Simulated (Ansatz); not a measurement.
# Ge (P6_3/mmc) in Ansatz: equation of state

Aim: energy against volume of Ge in PBEsol, for its equilibrium volume and stiffness.

All numbers are computed with Ansatz 0.2.0; they aren't measurements. Logs are shortened: lines on timing, memory, paths and dates and some standing lists are left out, and cuts for length are marked.

**1. The crystal as given**

Symmetry: P6_3/mmc, No. 194, hexagonal system. Conventional cell: a = 4.003 Å, b = 4.003 Å, c = 13.157 Å, α = 90.00°, β = 90.00°, γ = 120.00°. Ge (site symmetry 3m) has 4 Ge at 2.45 to 2.47 Å as nearest neighbours. Ge (site symmetry 3m) is surrounded by 4 Ge at 2.45 Å.

This isn't the form of Ge at room conditions, which is diamond.

**2. Equation of state, PBEsol**

Potentials or basis: all-electron LAPW, scalar-relativistic.

This step only gathers the single runs of the series.

Results:

| Item | Value |
| --- | --- |
| Equilibrium volume | 22.82 Å³/atom |
| Bulk modulus at fixed shape and positions | 66 GPa |
| Pressure derivative of the bulk modulus | 4.5 (rough: it moves with the points fitted) |

Energy against volume, from the lowest point:
```csv
volume (Å³/atom),energy (meV/atom)
21.454,19.02
21.911,8.06
22.367,1.93
22.824,0.00
23.280,1.81
23.737,7.04
24.193,15.34
```

Caveat: the cell was scaled at fixed shape and fractional positions, which overstates the stiffness of a crystal with free parameters, most of all of layers and chains.
